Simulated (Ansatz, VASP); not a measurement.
**Two plane-wave programs on GaSb**

```
Sb Ga
1.0
     0.00000    3.05900    3.05900
     3.05900    0.00000    3.05900
     3.05900    3.05900    0.00000
Sb Ga
1 1
Direct
  0.75000 0.75000 0.75000
  0.00000 0.00000 0.00000
```

Alike in both runs: task relaxation of cell and atoms; functional PBEsol; dispersion D4; k mesh 8 × 8 × 8; occupations fermi-dirac, width 0.05 eV; no spin polarisation.

|  | VASP | Ansatz |
| --- | --- | --- |
| version | VASP 6.6.1 | Ansatz 0.2.0 |
| potentials or method | VASP PAW PBE potentials, release 64 (Sb, Ga_d) | Ansatz PAW |
| plane-wave cutoff (eV) | 600 | 420 |
| valence electrons in the cell | 18 | 28 |

|  | VASP | Ansatz | Ansatz less VASP |
| --- | --- | --- | --- |
| gap on the k mesh at the Fermi level, each at its own relaxed structure (eV) | 0.18 | 0.18 | -0.006 |
| relaxed volume (Å³/atom) | 27.87 | 27.84 | -0.027 |
| relaxed cell length with the largest relative difference (Å) | 4.288 | 4.286 | -0.0014 |
| energy change over the relaxation (meV/atom) | -3 | -4 | -0.4 |

The two sets of potentials don't hold the same shells in valence.

Caveats: spin-orbit coupling is left out, which moves the levels of the heavy elements; the PAW data sets were made with another functional, which shifts forces and pressure a little (VASP); the plane-wave basis is chosen anew once the cell has moved, so the energies of steps on either side of that aren't comparable (Ansatz); the PAW data sets come from PBE, with cores solved anew for the run's functional, which leaves a small shift of forces and pressure (Ansatz). A k mesh can miss the band edges.
